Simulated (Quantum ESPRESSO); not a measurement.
Set up this calculation in Quantum ESPRESSO 7.5, as the native input.

* Task: single point
* Functional: PBE
* Potentials or basis: SSSP 1.3 efficiency PBE
* Cutoff: 748 eV
* Density cutoff: 5987 eV
* k mesh: 8 × 8 × 9
* Occupations: fermi-dirac, width 0.05 eV
* Spin: no spin polarisation
* Mixing beta: 0.5
* Most SCF iterations: 120
* SCF threshold: 2e-10 Ry

Crystal: Ca.

```xyz
1
Lattice="-2.1065 2.1350 2.3871 2.1264 -2.1786 2.4417 2.0580 2.1303 -2.4246" Properties=species:S:1:pos:R:3 pbc="T T T"
Ca    0.0100   -0.0218    2.4144
```

This isn't the form of Ca at room conditions, which is fcc.

These files were run (other wordings do the same):

pw.in

```
&CONTROL
  calculation = 'scf'
  prefix = 'pwscf'
  outdir = './tmp'
  pseudo_dir = './pseudo'
  tprnfor = .true.
  tstress = .true.
  disk_io = 'nowf'
/
&SYSTEM
  ibrav = 0
  nat = 1
  ntyp = 1
  ecutwfc = 55
  ecutrho = 440
  nbnd = 10
  occupations = 'smearing'
  smearing = 'fd'
  degauss = 0.00367493
/
&ELECTRONS
  conv_thr = 2d-10
  electron_maxstep = 120
  mixing_beta = 0.5
/
ATOMIC_SPECIES
Ca    40.0780 Ca_pbe_v1.uspp.F.UPF
CELL_PARAMETERS angstrom
  -2.1064663500    2.1349822700    2.3870790300
   2.1264231400   -2.1785824000    2.4416621300
   2.0580370800    2.1302739700   -2.4245524700
ATOMIC_POSITIONS crystal
Ca     0.5000000000    0.5000000000    0.0000000000
K_POINTS automatic
8 8 9 0 0 0
```

Potentials or basis: SSSP 1.3 efficiency PBE.

Launch:

```console
$ OMP_NUM_THREADS=1 pw.x -in pw.in > pw.out
```

Results of the run:

```yaml
Pressure: -0.4 GPa
Band_gap_on_the_k_mesh: none (metal or under the smearing width)
```

It took 52 s on 1 thread of Intel(R) Xeon(R) Platinum 8375C CPU @ 2.90GHz (Ice Lake) (shared host), peak memory 0.28 GiB.
